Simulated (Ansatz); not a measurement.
# Could LiH exist in this structure?

Plane-wave DFT in Ansatz with scalar-relativistic PAW potentials. The crystal relaxes under PBE to Fm-3m with a = 4.007 Å, 8.04 Å³/atom. No spin polarisation.

```cif
data_structure
_symmetry_space_group_name_H-M 'P 1'
_symmetry_Int_Tables_number 1
_cell_length_a 2.8332
_cell_length_b 2.8332
_cell_length_c 2.8332
_cell_angle_alpha 60.000
_cell_angle_beta 60.000
_cell_angle_gamma 60.000
_cell_volume 16.08
loop_
_atom_site_label
_atom_site_type_symbol
_atom_site_fract_x
_atom_site_fract_y
_atom_site_fract_z
_atom_site_occupancy
Li1 Li 0.00000 0.00000 0.00000 1
H1 H 0.50000 0.50000 0.50000 1
```

Task: Test it against the elements, against displacements at the zone centre and against strain.

Result:
- Energy over the elements: -0.417 eV/atom (PBE, standard states in the same functional, gases uncorrected)
- Optical modes at Γ: all 3 real, at 585 cm⁻¹ (PBE, without the LO-TO term)
- Least eigenvalue of the elastic tensor: 49 GPa (PBE)

It passes all three tests. So it is a local minimum against everything tried and bound against the elements. Modes at other wave vectors, other structures and decomposition into other compounds weren't tested here.